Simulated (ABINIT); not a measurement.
# C (Fd-3m) in ABINIT: a series of runs, part 2 of 2

ABINIT 10.8.3 (patched build). The steps go on from the part before.

### 3 Single point, PBE

Contents of run.abi:

```
# Pseudopotentials
pp_dirpath "./"
pseudos "C.GGA_PBE-JTH.xml"

# Structure
acell 3*1.0
rprim
     0.0000000000     3.3700808789     3.3700808789
     3.3700808789     0.0000000000     3.3700808789
     3.3700808789     3.3700808789     0.0000000000
ntypat 1
znucl 6
natom 2
typat 1 1
xred
     0.7500000000     0.7500000000     0.7500000000
     0.5000000000     0.5000000000     0.5000000000

# Plane-wave basis
ecut 20.0
pawecutdg 40.0

# k points
kptopt 1
ngkpt 10 10 10
nshiftk 1
shiftk 0.0 0.0 0.0

# Exchange and correlation
ixc 11

# Bands and occupations
nband 8
occopt 3
tsmear 0.00183747

# SCF cycle
nstep 100
tolvrs 1.0e-9

# Output
iomode 3
prtwf 0
prtden 0
prteig 0
prtebands 0
enunit 2
```

Potentials or basis: JTH PAW PBE v2.0.

Run with:

```
abinit run.abi > log 2>&1
```

Run time: 4.4 s. Hardware: 1 thread of Arm Neoverse V1, shared host; peak memory 0.11 GiB.

It converged, with:

- Free energy: -312.5186 eV
- Pressure: 1.2 GPa
- Band gap on the k mesh: 4.17 eV, indirect (least direct gap 5.59 eV)

Levels at points of the mesh, in eV from the valence-band top:
```tsv
k point	band 1	band 2	band 3	band 4	band 5	band 6	band 7	band 8
(0.00, 0.00, 0.00)	-21.47	0.00	0.00	0.00	5.59	5.59	5.59	13.31
(0.50, 0.00, 0.00)	-15.70	-13.36	-2.80	-2.80	8.46	8.46	8.84	15.70
(0.50, 0.50, 0.00)	-12.76	-12.76	-6.29	-6.29	4.76	4.76	16.82	16.82
```

Caveat: the atomic spheres overlap.

### 4 Single point, LDA

Contents of run.abi:

```
# Pseudopotentials
pp_dirpath "./"
pseudos "C.LDA_PW-JTH.xml"

# Structure
acell 3*1.0
rprim
     0.0000000000     3.3700808789     3.3700808789
     3.3700808789     0.0000000000     3.3700808789
     3.3700808789     3.3700808789     0.0000000000
ntypat 1
znucl 6
natom 2
typat 1 1
xcart
     5.0551213183     5.0551213183     5.0551213183
     3.3700808789     3.3700808789     3.3700808789

# Plane-wave basis
ecut 544.227725 eV
pawecutdg 40.0

# k points
kptopt 1
ngkpt 5 5 5
nshiftk 1
shiftk 0.0 0.0 0.0

# Exchange and correlation
ixc 7

# Bands and occupations
nband 8
occopt 3
tsmear 0.00183747

# SCF cycle
nstep 100
tolvrs 1.0e-9

# Output
iomode 3
prtwf 0
prtden 0
prteig 0
prtebands 0
```

Potentials or basis: JTH PAW LDA v2.0.

Run with:

```
abinit run.abi > log 2>&1
```

Wall time 1.1 s (1 thread of Arm Neoverse V1, shared host); peak memory 0.11 GiB.

It converged, with:

| Quantity | Value |
| --- | --- |
| Free energy | -313.6317 eV |
| Pressure | -13.5 GPa |
| Band gap on the k mesh | 4.13 eV, indirect (least direct gap 5.54 eV) |

Levels at points of the mesh, in eV from the valence-band top:
| k point | band 2 | band 3 | band 4 | band 5 | band 6 | band 7 |
| --- | --- | --- | --- | --- | --- | --- |
| (0.00, 0.00, 0.00) | 0.00 | 0.00 | 0.00 | 5.54 | 5.54 | 5.54 |

Caveat: the k mesh is coarse (spacing up to 0.61 Å⁻¹), so the values aren't converged; an odd mesh through Γ misses points on the zone boundary, where band edges often lie; the atomic spheres overlap.

### 5 Single point, PBEsol

Contents of run.abi:

```
# Pseudopotentials
pp_dirpath "./"
pseudos "C.GGA_PBE-JTH.xml"

# Structure
acell 4.7660140852 4.7660140852 4.7660140852
rprim
     0.0000000000     0.7071067812     0.7071067812
     0.7071067812     0.0000000000     0.7071067812
     0.7071067812     0.7071067812     0.0000000000
ntypat 1
znucl 6
natom 2
typat 1 1
xred
     0.7500000000     0.7500000000     0.7500000000
     0.5000000000     0.5000000000     0.5000000000

# Plane-wave basis
ecut 20.0
pawecutdg 40.0

# k points
kptopt 1
ngkpt 17 17 17
nshiftk 1
shiftk 0.0 0.0 0.0

# Exchange and correlation
ixc -116133

# Bands and occupations
nband 8
occopt 3
tsmear 0.05 eV

# SCF cycle
nstep 100
tolvrs 1.0e-9

# Output
iomode 3
prtwf 0
prtden 0
prteig 0
prtebands 0
enunit 1
```

Potentials or basis: JTH PAW PBE v2.0.

Run with:

```
abinit run.abi > log 2>&1
```

run.abo:

```text
.Version 10.8.3 of ABINIT
 Symmetries : space group Fd -3 m (#227); Bravais cF (face-center cubic)
================================================================================
 Values of the parameters that define the memory need of the present run
     intxc =       0    ionmov =       0      iscf =      17    lmnmax =       8
     lnmax =       4     mgfft =      20  mpssoang =       2    mqgrid =    3001
     natom =       2  nloc_mem =       2    nspden =       1   nspinor =       1
    nsppol =       1      nsym =      48    n1xccc =       1    ntypat =       1
    occopt =       3   xclevel =       2
       mpw =         334          nfft =        8000          nkpt =         165
 PAW method is used; the additional fine FFT grid is defined by:
   mgfftf=        30    nfftf =     27000
================================================================================
================================================================================

--------------------------------------------------------------------------------
[... 234 lines left out ...]
- sigma(2 2)=  5.32175056E+00  sigma(3 1)=  0.00000000E+00
- sigma(3 3)=  5.32175056E+00  sigma(2 1)=  0.00000000E+00

== END DATASET(S) ==============================================================
================================================================================

 -outvars: echo values of variables after computation  --------
            acell      4.7660140852E+00  4.7660140852E+00  4.7660140852E+00 Bohr
           etotal     -1.1455667856E+01
            fcart      7.9898534186E-29  7.9898534186E-29 -7.9898534186E-29
                      -7.9898534186E-29 -7.9898534186E-29  7.9898534186E-29
            rprim      0.0000000000E+00  7.0710678120E-01  7.0710678120E-01
                       7.0710678120E-01  0.0000000000E+00  7.0710678120E-01
                       7.0710678120E-01  7.0710678120E-01  0.0000000000E+00
           strten      1.8088262499E-04  1.8088262499E-04  1.8088262499E-04
                       0.0000000000E+00  0.0000000000E+00  0.0000000000E+00
           xangst      2.6750549982E+00  2.6750549982E+00  2.6750549982E+00
                       1.7833699988E+00  1.7833699988E+00  1.7833699988E+00
             xred      7.5000000000E-01  7.5000000000E-01  7.5000000000E-01
                       5.0000000000E-01  5.0000000000E-01  5.0000000000E-01
 Calculation completed.
```

It took 11 s on 1 thread of Arm Neoverse V2, shared host; peak memory 0.12 GiB.

What came out:

| Quantity | Value |
| --- | --- |
| Free energy | -311.7246 eV |
| Pressure | -5.3 GPa |
| Band gap on the k mesh | 4.00 eV, indirect (least direct gap 5.54 eV) |

Caveat: the PAW data sets were made with another functional, which shifts forces and pressure a little; an odd mesh through Γ misses points on the zone boundary, where band edges often lie; the atomic spheres overlap. Expect the measured gap to be larger: semilocal functionals such as PBEsol lack the derivative discontinuity.

### 6 Summary

| level | potentials or basis | k mesh | cutoff (eV) | fine-grid cutoff | mesh quality | gap on the mesh (eV) | pressure (GPa) |
| --- | --- | --- | --- | --- | --- | --- | --- |
| r2SCAN | JTH PAW PBE v2.0 | 5 × 5 × 5 | 653 | 1251.72 eV | coarse | 4.35 | 1.2 |
| PBE | JTH PAW PBE v2.0 | 10 × 10 × 10 | 544 | 1088.46 eV | not flagged | 4.17 | 1.2 |
| LDA | JTH PAW LDA v2.0 | 5 × 5 × 5 | 544 | 1088.46 eV | coarse | 4.13 | -13.5 |
| PBEsol | JTH PAW PBE v2.0 | 17 × 17 × 17 | 544 | 1088.46 eV | not flagged | 4.00 | -5.3 |

Alike in all rows: task single point; no spin polarisation; cell as given; smearing fermi-dirac 0.05 eV.

Caveats: some runs use coarse meshes; the atomic spheres overlap; an odd mesh through Γ misses points on the zone boundary, where band edges often lie (some runs); the PAW data sets were made with another functional, which shifts forces and pressure a little (some runs); totals of a meta-GGA on PAW files have another zero than those of a GGA (some runs).

Absolute energies hang on the potentials; compare differences alone.
